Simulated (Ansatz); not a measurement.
How far is PAW off for Ti?

```
Ti
1.0
    -1.62582    1.62582    1.62582
     1.62582   -1.62582    1.62582
     1.62582    1.62582   -1.62582
Ti
1
Direct
  0.00000 0.00000 0.00000
```

The cell is the one relaxed in the Materials Project (mp-73), not relaxed further here; entries there can be hypothetical.

All numbers are computed: DFT, PBEsol, PAW with Ansatz's default frozen-core files, scalar-relativistic (Ansatz 0.2.0); DFT, PBEsol, all-electron LAPW, scalar-relativistic (Ansatz 0.2.0).

For PAW: a Γ-centred 18×18×18 k mesh, Fermi–Dirac smearing of 0.05 eV, cutoff 420 eV, no spin polarisation; the PAW files were made with PBE, and the program remakes their frozen cores for this functional. LAPW targets a basis error of 1 meV/atom. The Ansatz runs share mesh, smearing and spin set-up. Plane-wave (PAW) pressures include the program's estimate of the Pulay term.

Stress and pressure are positive in compression.

Levels count from the Fermi level.

```
                      quantity     PAW    LAPW
                pressure (GPa)   -4.06   -4.06
highest filled level at N (eV)  -0.413  -0.413
  lowest empty level at N (eV)   1.173   1.173
highest filled level at Γ (eV)  -5.954  -5.954
  lowest empty level at Γ (eV)   0.999   0.999
highest filled level at H (eV)  -2.142  -2.142
  lowest empty level at H (eV)   4.005   4.004
```
